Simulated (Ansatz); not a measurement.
The cell is RuSi (P2_13) from a database structure; cell and atoms were relaxed with r2SCAN. It is cubic, P2_13 (No. 198); a = 4.705 Å in the conventional setting, 13.02 Å³ an atom. Around Si lie 7 Ru at 2.38–2.70 Å; around Ru lie 7 Si at 2.38–2.70 Å.

The questions ask for values computed with Ansatz on this geometry. No magnetic order and no zero-point or thermal motion.

Given (6×6×6 mesh): The r2SCAN gap is indirect, 0.29 eV (Γ–X (0.44 of the way from Γ) to k = (0, 0.232, 0.297)), below the direct gap of 0.41 eV at k = (0, 1/6, 1/3).

**Question.** How does the gap change from r2SCAN to HSE06 (4×4×4)?

**Answer.** HSE06 gives an indirect gap of 0.75 eV, from Γ–X (0.50 of the way from Γ) to k = (0, 1/6, 1/3); the least direct gap is 0.95 eV at k = (0, 1/6, 1/3). The gap differs by +0.46 eV from r2SCAN's.

**Question.** How does the gap change from r2SCAN to PBE0 (4×4×4)?

**Answer.** The PBE0 gap is indirect, 1.42 eV (Γ–X (0.50 of the way from Γ) to k = (0, 1/6, 1/3)), below the direct gap of 1.63 eV at k = (0, 1/6, 1/3). The gap differs by +1.13 eV from r2SCAN's.

**Question.** Roughly how does the cost of the HSE06 run (4×4×4) compare with r2SCAN's (6×6×6)?

**Answer.** About 9 times as much (6 core-minutes against 40 core-seconds, on 4 threads of Arm Neoverse V1 (shared host)).

**Question.** How strongly does the crystal screen a field with clamped ions (r2SCAN)?

**Answer.** The electronic dielectric tensor ε∞ is 34.56 in all directions. Born charges, averaged over directions: Si +4.31, Ru -4.31 e.

**Question.** What do these levels agree on?

**Answer.** Among these functionals the gap stays indirect.

Where an edge lies off the special points, it is a point of the mesh or the k point where a search put PBE's edge or least direct gap, reused for the other functionals, whose own edges may lie a little apart.

Coordinates of k points refer to the reciprocal vectors of the primitive cell of the runs.

The meshes of the hybrids are coarse, so their gaps aren't converged to the digits shown.

PBE's own run along the path (0.24 eV) came before the search for the edges and missed one, so it isn't listed.
